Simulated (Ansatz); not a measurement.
# Ge: the cost of one run

Program: Ansatz 0.2.0. Level of theory: DFT PBEsol, scalar-relativistic, plane waves, PAW. These are calculated values, not measurements.

2 further runs of the same task are left out: 2 set aside as unsound or not needed.

## Step 1: The system as given

Symmetry: P6_3/mmc, No. 194, hexagonal system. Conventional cell: a = 3.997 Å, b = 3.997 Å, c = 6.596 Å, α = 90.00°, β = 90.00°, γ = 120.00°. Ge (site symmetry 3m) has 4 Ge at 2.45 to 2.47 Å as nearest neighbours.

As a file:

```cif
data_structure
_symmetry_space_group_name_H-M 'P6_3/mmc'
_symmetry_Int_Tables_number 194
_cell_length_a 3.9970
_cell_length_b 3.9970
_cell_length_c 6.5964
_cell_angle_alpha 90.000
_cell_angle_beta 90.000
_cell_angle_gamma 120.000
_cell_volume 91.26
loop_
_atom_site_label
_atom_site_type_symbol
_atom_site_symmetry_multiplicity
_atom_site_Wyckoff_symbol
_atom_site_fract_x
_atom_site_fract_y
_atom_site_fract_z
_atom_site_occupancy
Ge1 Ge 4 f 0.66667 0.33333 0.06291 1
```

It goes back to an entry of the Materials Project, which need not be the stable form.

This cell was relaxed beforehand with the same method: volume 22.82 Å³/atom, gap on the mesh none (metal).

## Step 2: The bulk in the cell of the plane

The input, input.yaml:

```yaml
crystal:
  lattice:
    - [3.9969678637, 0.0, 0.0]
    - [-1.9984839318, 7.4494192467, 0.0]
    - [1.9984839318, 1.6084225737, 3.0650923154]
  atoms:
    - { symbol: Ge, position: [0.6037548101, 0.9370881434, 0.7295785233] }
    - { symbol: Ge, position: [0.7704214767, 0.4370881434, 0.8962451899] }
    - { symbol: Ge, position: [0.2295785233, 0.5629118566, 0.1037548101] }
    - { symbol: Ge, position: [0.3962451899, 0.0629118566, 0.2704214767] }
basis:
  ecutwfc: 420
kpoints:
  mp_grid: { grid: [9, 5, 11] }
hamiltonian:
  xc: pbesol
scf:
  occupations: { method: gaussian, width: 0.1 }
output:
  forces: true
  stress: true
  eigenvalues: true
```

Run with:

```console
ansatz run input.yaml --threads 1 --pin off --max-ram 2560MiB --backend cpu --events-out ev --progress --plain --runs-dir out
```

What time and memory should one allow on 1 thread of AMD EPYC 7R43 (Zen 3), shared host?

About 38 s, with a peak of 0.78 GiB.
